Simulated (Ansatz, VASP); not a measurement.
**Two plane-wave programs on ZnS**

```xyz
4
Lattice="3.7287 0.0000 0.0000 -1.8644 3.2292 0.0000 0.0000 0.0000 6.1155" Properties=species:S:1:pos:R:3 pbc="T T T"
Zn    0.0000    2.1528    0.0026
Zn    1.8644    1.0764    3.0604
S     0.0000    2.1528    2.2907
S     1.8644    1.0764    5.3485
```

Change from the starting cell: equal strain along all axes, cell held, atoms relaxed: -3.0 %.

Alike in both runs: functional PBE; k mesh 12 × 12 × 4; occupations gaussian, width 0.02 eV; no spin polarisation.

Ansatz relaxed the structure, and its values are those at the end. VASP's run is a single point on that final structure, the one shown.

|  | VASP | Ansatz |
| --- | --- | --- |
| version | VASP 6.6.1 | Ansatz 0.2.0 |
| potentials or method | VASP PAW PBE potentials, release 64 (Zn, S) | scalar-relativistic, plane waves, PAW |
| plane-wave cutoff (eV) | 520 | 420 |
| valence electrons in the cell | 36 | 36 |

```tsv
	VASP	Ansatz	Ansatz less VASP
gap on the k mesh at the Fermi level (eV)	2.50	2.50	-0.009
least direct gap on the mesh (eV)	2.50	2.50	-0.009
pressure (GPa)	8.0	7.8	-0.21
rms of the force components (eV/Å)	0.004	0.004	-0.0004
```

Ansatz warned: «stress_scf_threshold_loose».

A k mesh can miss the band edges.
